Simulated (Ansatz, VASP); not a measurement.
## Fe in VASP and in Ansatz

The input INCAR:

```
SYSTEM = Fe
ALGO = Normal ; EDIFF = 1E-7
EDIFFG = -0.01 ; ENCUT = 600
IBRION = 2 ; ISIF = 3
ISMEAR = -1 ; LASPH = .TRUE.
LCHARG = .FALSE. ; LREAL = .FALSE.
LWAVE = .FALSE. ; NELM = 100
NSW = 80 ; PREC = Accurate
SIGMA = 0.1
```

KPOINTS

```
k-points
0
G
  11 11 11
  0 0 0
```

File POSCAR:

```
Fe
1.0
    0.0000000000      2.5145090540      2.5145090540
    2.5145090540      0.0000000000      2.5145090540
    2.5145090540      2.5145090540      0.0000000000
Fe
2
Direct
    0.1250000000      0.1250000000      0.1250000000
    0.8750000000      0.8750000000      0.8750000000
```

Input for Ansatz:

```yaml
crystal:
  lattice:
    - [0.0, 2.514509054, 2.514509054]
    - [2.514509054, 0.0, 2.514509054]
    - [2.514509054, 2.514509054, 0.0]
  atoms:
    - { symbol: Fe, position: [0.125, 0.125, 0.125] }
    - { symbol: Fe, position: [0.875, 0.875, 0.875] }
hamiltonian:
  xc: lda
  pseudopotentials:
    kind: paw
    azcp:
      Fe: "pseudopotentials/Fe.paw.azcp"
basis:
  ecutwfc: 420
  fft_grid_basis: typed
kpoints:
  mp_grid: { grid: [11, 11, 11], shift: [0, 0, 0] }
magnetization:
  spin_polarized: false
scf:
  occupations: { method: fermi_dirac, width: 0.1 }
relax:
  max_steps: 60
  f_tol: 0.01
  cell: {}
```

The cell was built by a generator and needn't be a form met in nature.

Alike in both runs: task relaxation of cell and atoms; functional LDA; k mesh 11 × 11 × 11; occupations fermi-dirac, width 0.1 eV; no spin polarisation.

|  | VASP | Ansatz |
| --- | --- | --- |
| version | VASP 6.6.1 | Ansatz 0.2.0 |
| potentials or method | VASP PAW LDA potentials, release 64 (Fe) | plane waves (420 eV) with PAW, scalar-relativistic |
| plane-wave cutoff (eV) | 600 | 420 |
| valence electrons in the cell | 16 | 32 |

Ansatz gave:

- relaxed volume (Å³/atom): 13.45
- relaxed cell length with the largest relative difference (Å): 3.363
- energy change over the relaxation (meV/atom): -194

Question: Which values does VASP return?

Answer: Relaxed volume (Å³/atom): 13.29; relaxed cell length with the largest relative difference (Å): 3.349; energy change over the relaxation (meV/atom): -215.

The two sets of potentials don't hold the same shells in valence. Ansatz warned: «pseudo_functional_mismatch».

Caveats: the volume moved by over 15 % at a fixed basis, so the end points are rough (VASP); the run has no spin polarisation, though such a crystal can be magnetic. Spin polarisation is off, so any magnetic state and its effect on volume and gap are missing.
